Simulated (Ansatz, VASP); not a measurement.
# Two plane-wave programs on GaAs

```
Ga As
1.0
     0.00000    2.80157    2.80157
     2.80157    0.00000    2.80157
     2.80157    2.80157    0.00000
Ga As
1 1
Direct
  0.00000 0.00000 0.00000
  0.75000 0.75000 0.75000
```

Alike in both runs: functional LDA; k mesh 12 × 12 × 12; no spin polarisation.

Ansatz relaxed the structure, and its values are those at the end. VASP's run is a single point on that final structure, the one shown.

|  | VASP | Ansatz |
| --- | --- | --- |
| version | VASP 6.6.1 | Ansatz 0.2.0 |
| potentials or method | VASP PAW LDA potentials, release 64 (Ga_d, As) | scalar-relativistic, plane waves, PAW |
| plane-wave cutoff (eV) | 520 | 420 |
| occupations | gaussian, width 0.01 eV | fixed |
| valence electrons in the cell | 18 | 28 |

```tsv
	VASP	Ansatz	Ansatz less VASP
gap on the k mesh at the Fermi level (eV)	0.54	0.49	-0.049
least direct gap on the mesh (eV)	0.54	0.49	-0.049
pressure (GPa)	0.3	0.0	-0.32
```

The two sets of potentials don't hold the same shells in valence.

A k mesh can miss the band edges.
